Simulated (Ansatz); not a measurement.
# Te: squeezing one contact

The task here is to estimate one member of a computed series from the others.

Program: Ansatz 0.2.0. Level of theory: DFT r²SCAN, with the methods named in each step. These are calculated values, not measurements.

2 further runs of the same task are left out: 2 that didn't finish.

## Starting point

Symmetry: P3_121, No. 152, trigonal system. The conventional cell has a = 4.601 Å, b = 4.601 Å, c = 5.900 Å, α = 90.00°, β = 90.00°, γ = 120.00°. Te (site symmetry 2) has 2 Te at 2.84 Å as nearest neighbours.

As a file:

```
Te
1.0
     4.60135    0.00000    0.00000
    -2.30068    3.98489    0.00000
     0.00000    0.00000    5.90006
Te
3
Cartesian
  1.1812 0.0000 1.9667
  -0.5906 1.0229 3.9334
  1.7101 2.9620 0.0000
```

Atoms are numbered in the order of the input: Te1, Te2, Te3.

The first run:

input.yaml reads:

```yaml
crystal:
  lattice:
    - [4.6013525159, 0.0, 0.0]
    - [-2.300676258, 3.9848881706, 0.0]
    - [0.0, 0.0, 5.900062001]
  atoms:
    - { symbol: Te, position: [0.25669717, 0.0, 0.3333333333] }
    - { symbol: Te, position: [0.0, 0.25669717, 0.6666666667] }
    - { symbol: Te, position: [0.74330283, 0.74330283, 0.0] }
kpoints:
  mp_grid: { grid: [8, 8, 5] }
scf:
  occupations: { method: fermi_dirac, width: 0.05 }
hamiltonian:
  xc: r2scan
  pseudopotentials: { kind: paw }
output:
  forces: true
  stress: true
  eigenvalues: true
  efg: { contact_densities: true }
  populations: true
  write_density: true
  write_potential: true
  elf: true
  volumetric_format: npy
```

Command:

```console
$ ansatz run input.yaml --threads 1 --pin off --max-ram 3072MiB --backend cpu --events-out ev --progress --plain --runs-dir out
```

Among the steps run: Shortest bond scaled by 1, PAW; Shortest bond scaled by 1.1, PAW; Shortest bond scaled by 0.82, PAW; Shortest bond scaled by 0.7, PAW; Shortest bond scaled by 0.58, PAW; Shortest bond scaled by 0.58, PAW (level accurate).

One table of the session follows, with a row left open; its other results are not shown here.

```
              method  length (Å)  F from the given length (eV/cell)  force along the bond (eV/Å)  pressure (GPa)  gap on the k mesh (eV)  largest force (eV/Å)
                 PAW       1.646                             25.962                       93.677           76.47                    0.19                93.677
                 PAW       1.986                                  ?                            ?               ?                       ?                     ?
                 PAW       2.327                              1.283                        7.393            8.78                    0.57                 7.398
                 PAW       2.838                              0.000                       -0.033           -0.05                    0.94                 0.053
                 PAW       3.122                              0.117                       -0.594           -0.95                    none                 0.613
PAW (level accurate)       1.646                                  –                       98.199           80.12                    0.19                98.199
```

**Question.** Estimate the row for PAW, 1.986.

As computed: F from the given length (eV/cell): 6.826; force along the bond (eV/Å): 29.462; pressure (GPa): 29.55; gap on the k mesh (eV): 0.48; largest force (eV/Å): 29.464.

To keep in mind: Warnings in the runs' records: gradients without spin orbit.
